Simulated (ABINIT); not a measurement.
# TePb (Fm-3m) in ABINIT: a series of runs

Runs on TePb. Level: PBE. Tasks: relaxation of cell and atoms, single point.

Program: ABINIT 10.8.3 (patched build). These are calculated values, not measurements. Logs are shortened: lines on timing, memory, paths and dates and some standing lists are left out, and cuts for length are marked. The log counts tension as positive stress, the text compression.

**1. Starting point**

It takes space group Fm-3m (No. 225, cubic). Conventional cell: a = 6.462 Å, b = 6.462 Å, c = 6.462 Å, α = 90.00°, β = 90.00°, γ = 90.00°. Pb (site symmetry m-3m) is surrounded by 6 Te at 3.23 Å. Te (site symmetry m-3m) is surrounded by 6 Pb at 3.23 Å.

**2. Relaxation of cell and atoms, PBE**

Contents of run.abi:

```
# Pseudopotentials
pp_dirpath "./"
pseudos "Pb.upf, Te.upf"

# Structure
acell 3*1.0
rprim
     0.0000000000     6.1057051087     6.1057051087
     6.1057051087     0.0000000000     6.1057051087
     6.1057051087     6.1057051087     0.0000000000
ntypat 2
znucl 82 52
natom 2
typat 1 2
chkprim 0
chksymtnons 0
tolsym 1.0e-6
xred
            0.0            0.0            0.0
            1/2            1/2            1/2

# Plane-wave basis
ecut 925.187132 eV
ecutsm 0.5

# k points
kptopt 1
ngkpt 5 5 5
nshiftk 1
shiftk 0.0 0.0 0.0

# Exchange and correlation
ixc 11

# Bands and occupations
nband 19
occopt 3
tsmear 0.00183747

# SCF cycle
nstep 80
tolvrs 1.0e-12

# Output
iomode 3
prteig 0
prtebands 0
prtwf 0
prtden 0

# Relaxation
ionmov 22
optcell 2
ntime 50
tolmxf 2.0e-5
dilatmx 1.08
```

Potentials or basis: PseudoDojo NC SR PBE v0.4.1 standard.

Started as:

```bash
$ abinit run.abi > log 2>&1
```

run.abo:

```text
.Version 10.8.3 of ABINIT
 Symmetries : space group Fm -3 m (#225); Bravais cF (face-center cubic)
================================================================================
 Values of the parameters that define the memory need of the present run
     intxc =       0    ionmov =      22      iscf =       7    lmnmax =       6
     lnmax =       6     mgfft =      50  mpssoang =       3    mqgrid =    3001
     natom =       2  nloc_mem =       1    nspden =       1   nspinor =       1
    nsppol =       1      nsym =      48    n1xccc =    2501    ntypat =       2
    occopt =       3   xclevel =       2
       mpw =        5442          nfft =      125000          nkpt =          10
================================================================================
================================================================================

--------------------------------------------------------------------------------
------------- Echo of variables that govern the present computation ------------
--------------------------------------------------------------------------------
 -outvars: echo values of preprocessed input variables --------
            acell      1.0000000000E+00  1.0000000000E+00  1.0000000000E+00 Bohr
              amu      2.07200000E+02  1.27600000E+02
          chkprim           0
      chksymtnons           0
          dilatmx      1.08000000E+00
             ecut      3.40000000E+01 Hartree
           ecutsm      5.00000000E-01 Hartree
           ionmov          22
              ixc          11
         kptrlatt        5    0    0      0    5    0      0    0    5
          kptrlen      4.31738549E+01
            natom           2
            nband          19
            ngfft          50      50      50
             nkpt          10
            nstep          80
             nsym          48
            ntime          50
           ntypat           2
           occopt           3
          optcell           2
           prtden           0
        prtebands           0
           prteig           0
            prtwf           0
            rprim      0.0000000000E+00  6.1057051087E+00  6.1057051087E+00
                       6.1057051087E+00  0.0000000000E+00  6.1057051087E+00
                       6.1057051087E+00  6.1057051087E+00  0.0000000000E+00
          spgroup         225
           tolmxf      2.00000000E-05
           tolsym      1.00000000E-06
           tolvrs      1.00000000E-12
           tsmear      1.83747000E-03 Hartree
            typat      1  2
           xangst      0.0000000000E+00  0.0000000000E+00  0.0000000000E+00
                       3.2309999978E+00  3.2309999978E+00  3.2309999978E+00
            xcart      0.0000000000E+00  0.0000000000E+00  0.0000000000E+00
                       6.1057051087E+00  6.1057051087E+00  6.1057051087E+00
             xred      0.0000000000E+00  0.0000000000E+00  0.0000000000E+00
                       5.0000000000E-01  5.0000000000E-01  5.0000000000E-01
            znucl       82.00000   52.00000

================================================================================

 chkinp: Checking input parameters for consistency.

================================================================================
== DATASET  1 ==================================================================

--- !DatasetInfo
iteration_state: {dtset: 1, }
dimensions: {natom: 2, nkpt: 10, mband: 19, nsppol: 1, nspinor: 1, nspden: 1, mpw: 5442, }
cutoff_energies: {ecut:  34.0, pawecutdg:  -1.0, }
electrons: {nelect:   3.00000000E+01, charge:   0.00000000E+00, occopt:   3.00000000E+00, tsmear:   1.83747000E-03, }
meta: {optdriver: 0, ionmov: 22, optcell: 2, iscf: 7, paral_kgb: 0, }
...

 Exchange-correlation functional for the present dataset will be:
  GGA: Perdew-Burke-Ernzerhof functional - ixc=11
  J.P.Perdew, K.Burke, M.Ernzerhof, PRL 77, 3865 (1996)

 Real(R)+Recip(G) space primitive vectors, cartesian coordinates (Bohr,Bohr^-1):
 R(1)=  0.0000000  6.1057051  6.1057051  G(1)= -0.0818906  0.0818906  0.0818906
 R(2)=  6.1057051  0.0000000  6.1057051  G(2)=  0.0818906 -0.0818906  0.0818906
 R(3)=  6.1057051  6.1057051  0.0000000  G(3)=  0.0818906  0.0818906 -0.0818906
 Unit cell volume ucvol=  4.5523691E+02 bohr^3
 Angles (23,13,12)=  6.00000000E+01  6.00000000E+01  6.00000000E+01 degrees

 getcut: wavevector=  0.0000  0.0000  0.0000  ngfft=  50  50  50
         ecut(hartree)=     39.658   => boxcut(ratio)=   2.04345

--- Pseudopotential description ------------------------------------------------
- pspini: atom type   1  psp file is ./Pb.upf
  82.00000  14.00000  171031                  znucl, zion, pspdat
12 -101130 2 -1 1678                          pspcod,pspxc,lmax,lloc,mmax
     nproj     2     2     2

- pspini: atom type   2  psp file is ./Te.upf
  52.00000  16.00000  171031                  znucl, zion, pspdat
12 -101130 2 -1 1294                          pspcod,pspxc,lmax,lloc,mmax
     nproj     2     2     2

   2.43728993E+03                                ecore*ucvol(ha*bohr**3)
--------------------------------------------------------------------------------

================================================================================

=== [ionmov=22] Limited-memory Broyden-Fletcher-Goldfarb-Shanno method
================================================================================

--- Iteration: ( 1/50) Internal Cycle: (1/1)
--------------------------------------------------------------------------------

---SELF-CONSISTENT-FIELD CONVERGENCE--------------------------------------------

--- !BeginCycle
iteration_state: {dtset: 1, itime: 1, icycle: 1, }
solver: {iscf: 7, nstep: 80, nline: 4, wfoptalg: 0, }
tolerances: {tolvrs: 1.00E-12, }
...

     iter   Etot(hartree)      deltaE(h)  residm     vres2
 ETOT  1  -174.92480658140    -1.749E+02 5.358E-01 8.891E+01
 ETOT  2  -175.26821751314    -3.434E-01 6.003E-03 1.517E+01
 ETOT  3  -175.27020787474    -1.990E-03 5.788E-04 6.822E-01
 ETOT  4  -175.27026267701    -5.480E-05 7.957E-05 3.847E-02
 ETOT  5  -175.27026391147    -1.234E-06 4.514E-06 5.502E-04
 ETOT  6  -175.27026394201    -3.054E-08 3.199E-06 2.283E-05
 ETOT  7  -175.27026394486    -2.857E-09 2.620E-07 9.451E-07
 ETOT  8  -175.27026394498    -1.125E-10 3.049E-07 1.130E-08
 ETOT  9  -175.27026394498    -2.842E-13 4.012E-08 1.259E-09
 ETOT 10  -175.27026394497     3.780E-12 4.693E-08 3.202E-12
 ETOT 11  -175.27026394497    -1.648E-12 6.367E-09 3.173E-14

 At SCF step   11       vres2   =  3.17E-14 < tolvrs=  1.00E-12 =>converged.

 Cartesian components of stress tensor (hartree/bohr^3)
  sigma(1 1)= -7.33634541E-05  sigma(3 2)=  0.00000000E+00
  sigma(2 2)= -7.33634541E-05  sigma(3 1)=  0.00000000E+00
  sigma(3 3)= -7.33634541E-05  sigma(2 1)=  0.00000000E+00

--- !ResultsGS
iteration_state: {dtset: 1, itime: 1, icycle: 1, }
comment   : Summary of ground state results
lattice_vectors:
- [  0.0000000,   6.1057051,   6.1057051, ]
- [  6.1057051,   0.0000000,   6.1057051, ]
- [  6.1057051,   6.1057051,   0.0000000, ]
lattice_lengths: [   8.63477,    8.63477,    8.63477, ]
lattice_angles: [ 60.000,  60.000,  60.000, ] # degrees, (23, 13, 12)
lattice_volume:   4.5523691E+02
convergence: {deltae: -1.648E-12, res2:  3.173E-14, residm:  6.367E-09, diffor: null, }
etotal    :  -1.75270264E+02
entropy   :   0.00000000E+00
fermie    :   1.70512830E-01
cartesian_stress_tensor: # hartree/bohr^3
- [ -7.33634541E-05,   0.00000000E+00,   0.00000000E+00, ]
- [  0.00000000E+00,  -7.33634541E-05,   0.00000000E+00, ]
- [  0.00000000E+00,   0.00000000E+00,  -7.33634541E-05, ]
pressure_GPa:   2.1584E+00
xred      :
- [  0.0000E+00,   0.0000E+00,   0.0000E+00, Pb]
- [  5.0000E-01,   5.0000E-01,   5.0000E-01, Te]
cartesian_forces: # hartree/bohr
- [ -0.00000000E+00,  -0.00000000E+00,  -0.00000000E+00, ]
[... 306 lines left out ...]
 Cartesian coordinates (xcart) [bohr]
  0.00000000000000E+00  0.00000000000000E+00  0.00000000000000E+00
  6.20850460959180E+00  6.20850460959180E+00  6.20850460959180E+00
 Reduced coordinates (xred)
  0.00000000000000E+00  0.00000000000000E+00  0.00000000000000E+00
  5.00000000000000E-01  5.00000000000000E-01  5.00000000000000E-01
 Cartesian forces (fcart) [Ha/bohr]; max,rms= 0.00000E+00 0.00000E+00 (free atoms)
 -0.00000000000000E+00 -0.00000000000000E+00 -0.00000000000000E+00
 -0.00000000000000E+00 -0.00000000000000E+00 -0.00000000000000E+00
 Gradient of E wrt nuclear positions in reduced coordinates (gred)
  0.00000000000000E+00  0.00000000000000E+00  0.00000000000000E+00
  0.00000000000000E+00  0.00000000000000E+00  0.00000000000000E+00
 Scale of Primitive Cell (acell) [bohr]
  8.78015142094060E+00  8.78015142094060E+00  8.78015142094060E+00
 Real space primitive translations (rprimd) [bohr]
  0.00000000000000E+00  6.20850460959180E+00  6.20850460959180E+00
  6.20850460959180E+00  0.00000000000000E+00  6.20850460959180E+00
  6.20850460959180E+00  6.20850460959180E+00  0.00000000000000E+00
 Unitary Cell Volume (ucvol) [Bohr^3]=  4.78620195002398E+02
 Angles (23,13,12)= [degrees]
  6.00000000000000E+01  6.00000000000000E+01  6.00000000000000E+01
 Lengths [Bohr]
  8.78015142094060E+00  8.78015142094060E+00  8.78015142094060E+00
 Stress tensor in cartesian coordinates (strten) [Ha/bohr^3]
 -4.89389579381994E-09  0.00000000000000E+00  0.00000000000000E+00
  0.00000000000000E+00 -4.89389579208521E-09  0.00000000000000E+00
  0.00000000000000E+00  0.00000000000000E+00 -4.89389579381994E-09
 Total energy (etotal) [Ha]= -1.75271079011083E+02

 Difference of energy with previous step (new-old):
           Absolute (Ha)=-7.90320E-06
           Relative     =-4.50913E-08

 At Broyd/MD step   4, gradients are converged :
  max grad (force/stress) = 4.8939E-07 < tolmxf= 2.0000E-05 ha/bohr (free atoms)

================================================================================

 ----iterations are completed or convergence reached----

 Mean square residual over all n,k,spin=   38.353E-15; max=  72.868E-13
 reduced coordinates (array xred) for    2 atoms
       0.000000000000      0.000000000000      0.000000000000
       0.500000000000      0.500000000000      0.500000000000
 rms dE/dt=  0.0000E+00; max dE/dt=  0.0000E+00; dE/dt below (all hartree)
    1       0.000000000000      0.000000000000      0.000000000000
    2       0.000000000000      0.000000000000      0.000000000000

 cartesian coordinates (angstrom) at end:
    1      0.00000000000000     0.00000000000000     0.00000000000000
    2      3.28539915095335     3.28539915095335     3.28539915095335

 cartesian forces (hartree/bohr) at end:
    1     -0.00000000000000    -0.00000000000000    -0.00000000000000
    2     -0.00000000000000    -0.00000000000000    -0.00000000000000
 frms,max,avg= 0.0000000E+00 0.0000000E+00   0.000E+00  0.000E+00  0.000E+00 h/b

 cartesian forces (eV/Angstrom) at end:
    1     -0.00000000000000    -0.00000000000000    -0.00000000000000
    2     -0.00000000000000    -0.00000000000000    -0.00000000000000
 frms,max,avg= 0.0000000E+00 0.0000000E+00   0.000E+00  0.000E+00  0.000E+00 e/A
 length scales=  8.780151420941  8.780151420941  8.780151420941 bohr
              =  4.646256037087  4.646256037087  4.646256037087 angstroms
 Fermi (or HOMO) energy (hartree) =   0.15171   Average Vxc (hartree)=  -0.34891
 Eigenvalues (hartree) for nkpt=  10  k points:
 kpt#   1, nband= 19, wtk=  0.00800, kpt=  0.0000  0.0000  0.0000 (reduced coord)
  -1.19060   -1.19060   -1.19046   -1.19046   -1.19046   -0.47843   -0.47843   -0.47830
  -0.47830   -0.47830   -0.29407   -0.07761    0.09055    0.09055    0.09055    0.28131
   0.28131    0.28131    0.35113
      occupation numbers for kpt#   1
   2.00000    2.00000    2.00000    2.00000    2.00000    2.00000    2.00000    2.00000
   2.00000    2.00000    2.00000    2.00000    2.00000    2.00000    2.00000    0.00000
   0.00000    0.00000    0.00000
 prteigrs : prtvol=0 or 1, do not print more k-points.

--- !EnergyTerms
iteration_state     : {dtset: 1, itime: 4, icycle: 1, }
comment             : Components of total free energy in Hartree
kinetic             :  9.14650303473948E+01
hartree             :  4.19695698367334E+01
xc                  : -4.46060927864428E+01
Ewald energy        : -1.03106873189527E+02
psp_core            :  5.09232572788127E+00
local_psp           : -1.22185412950046E+02
non_local_psp       : -4.38996259601823E+01
internal            : -1.75271078974188E+02
'-kT*entropy'       : -3.68951753189820E-08
total_energy        : -1.75271079011083E+02
total_energy_eV     : -4.76936902872044E+03
band_energy         : -1.70720747764135E+01
...

 Cartesian components of stress tensor (hartree/bohr^3)
  sigma(1 1)= -4.89389579E-09  sigma(3 2)=  0.00000000E+00
  sigma(2 2)= -4.89389579E-09  sigma(3 1)=  0.00000000E+00
  sigma(3 3)= -4.89389579E-09  sigma(2 1)=  0.00000000E+00

-Cartesian components of stress tensor (GPa)         [Pressure=  1.4398E-04 GPa]
- sigma(1 1)= -1.43983385E-04  sigma(3 2)=  0.00000000E+00
- sigma(2 2)= -1.43983385E-04  sigma(3 1)=  0.00000000E+00
- sigma(3 3)= -1.43983385E-04  sigma(2 1)=  0.00000000E+00

== END DATASET(S) ==============================================================
================================================================================

 -outvars: echo values of variables after computation  --------
            acell      8.7801514209E+00  8.7801514209E+00  8.7801514209E+00 Bohr
           etotal     -1.7527107901E+02
            fcart     -0.0000000000E+00 -0.0000000000E+00 -0.0000000000E+00
                      -0.0000000000E+00 -0.0000000000E+00 -0.0000000000E+00
            rprim      0.0000000000E+00  7.0710678119E-01  7.0710678119E-01
                       7.0710678119E-01  0.0000000000E+00  7.0710678119E-01
                       7.0710678119E-01  7.0710678119E-01  0.0000000000E+00
           strten     -4.8938957938E-09 -4.8938957921E-09 -4.8938957938E-09
                       0.0000000000E+00  0.0000000000E+00  0.0000000000E+00
           xangst      0.0000000000E+00  0.0000000000E+00  0.0000000000E+00
                       3.2853991510E+00  3.2853991510E+00  3.2853991510E+00
             xred      0.0000000000E+00  0.0000000000E+00  0.0000000000E+00
                       5.0000000000E-01  5.0000000000E-01  5.0000000000E-01
 Calculation completed.
```

Run time: 2 min. Hardware: 1 thread of Arm Neoverse V2, shared host; peak memory 0.11 GiB.

Results:

```yaml
Free_energy: -4769.3690 eV
Relaxed_volume: 35.46 Å³/atom
Relaxed_cell: a = 4.646 Å, b = 4.646 Å, c = 4.646 Å, α = 60.00°, β = 60.00°, γ = 60.00°
Space_group_after_relaxing_to_0.05_Å: Fm-3m (No. 225)
Energy_gained_by_relaxing: 11.1 meV/atom
Ionic_steps: 4
Pressure_after_relaxing: 0.0 GPa
```

Step by step:
```csv
step,energy change (eV),largest force (eV/Å),pressure (GPa),volume (Å³)
1,0.0000,0.0000,2.16,67.46
2,-0.0056,0.0000,1.83,67.91
3,-0.0220,0.0000,0.20,70.58
4,-0.0222,0.0000,0.00,70.92
```

Final structure:
```
Pb Te
1.0
     0.00000    3.28540    3.28540
     3.28540    0.00000    3.28540
     3.28540    3.28540    0.00000
Pb Te
1 1
Direct
  0.00000 0.00000 0.00000
  0.50000 0.50000 0.50000
```

Caveat: this odd mesh misses L, where the gap lies, so gap, dielectric constants and Born charges aren't listed. PBE usually gives volumes a little too large and moduli too small.

(Continued in part 2 of 2.)
